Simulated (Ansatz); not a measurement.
# BaF2 (fluorite): exact exchange against the cheap answer (a further series)

An exercise on one series of results from a longer session: the logs are not shown, and one member is left open.

Computed with Ansatz 0.2.0 (DFT at several levels, plane waves, PAW, unless a step's input says otherwise).

1 further run of the same task is left out (it didn't finish). Runs told in other sessions of the task aren't counted.

### The starting structure

Symmetry: Fm-3m, No. 225, cubic system. Conventional cell: a = 6.200 Å, b = 6.200 Å, c = 6.200 Å, α = 90.00°, β = 90.00°, γ = 90.00°. Ba (site symmetry m-3m) has 8 F at 2.68 Å in its first shell of neighbours. Around F (site symmetry -43m) lie 4 Ba at 2.68 Å.

Coordinates:

```xyz
3
Lattice="0.0000 3.1000 3.1000 3.1000 0.0000 3.1000 3.1000 3.1000 0.0000" Properties=species:S:1:pos:R:3 pbc="T T T"
Ba    0.0000    0.0000    0.0000
F     1.5500    1.5500    1.5500
F     4.6501    4.6501    4.6501
```

An earlier run on this cell at PBE gave 1.27 GPa at 19.862 Å³/atom (6×6×6 mesh), gap on the mesh 6.85 eV.

All runs below keep this geometry.

Levels to run, all on a 4×4×4 mesh: r²SCAN0; PBE0 form (fraction 0.1); r²SCANh. Hardware: 4 threads of Arm Neoverse V1, shared host.

An earlier series ran PBE on this mesh: volume 19.862 Å³/atom, pressure 1.27 GPa, mesh gap 6.83 eV.

Set-up of the first run:

input.yaml

```yaml
crystal:
  lattice:
    - [0.0, 3.1000485598, 3.1000485598]
    - [3.1000485598, 0.0, 3.1000485598]
    - [3.1000485598, 3.1000485598, 0.0]
  atoms:
    - { symbol: Ba, position: [0.0, 0.0, 0.0] }
    - { symbol: F, position: [0.25, 0.25, 0.25] }
    - { symbol: F, position: [0.75, 0.75, 0.75] }
basis:
  ecutwfc: 500
  ecutrho_ratio: 4
kpoints:
  mp_grid: { grid: [4, 4, 4] }
hamiltonian:
  xc: r2scan0
scf:
  occupations: { method: gaussian, width: 0.05 }
  n_extra_bands: 10
output:
  forces: true
  stress: true
  eigenvalues: true
  populations: true
  dos: { projected: true, de: 0.02 }
```

Run with:

```console
$ ansatz run input.yaml --threads 4 --pin off --max-ram 8192MiB --backend cpu --events-out ev --progress --plain --runs-dir out
```

Among the steps run: r²SCAN0; PBE0 form (fraction 0.1); r²SCANh.

One table of the session follows, with a row left open; its other results are not shown here.

| level | gap on the mesh (eV) |
| --- | --- |
| PBE (earlier series) | 6.83 |
| r²SCAN0 | 9.84 |
| PBE0 form (fraction 0.1) | ? |
| r²SCANh | 8.37 |

**Question.** Estimate the row for PBE0 form (fraction 0.1).

**Answer.** gap on the mesh (eV): 7.89. In the column «gap on the mesh (eV)» it lies between PBE (earlier series) (6.83) and r²SCANh (8.37).

Against 6.83 eV at PBE, the runs with exact exchange give 7.89 (PBE0 form (fraction 0.1)) to 9.84 eV (r²SCAN0). The cutoffs differ: 500 eV for r²SCAN0, 500 eV for r²SCANh, 420 eV otherwise. Gaps are over this coarse mesh alone, and total energies of different levels can't be compared. The program warned that the SCF threshold is loose for the stress of this hybrid run.

To keep in mind: Warnings in the runs' records: stress exchange threshold loose, stress scf threshold loose.
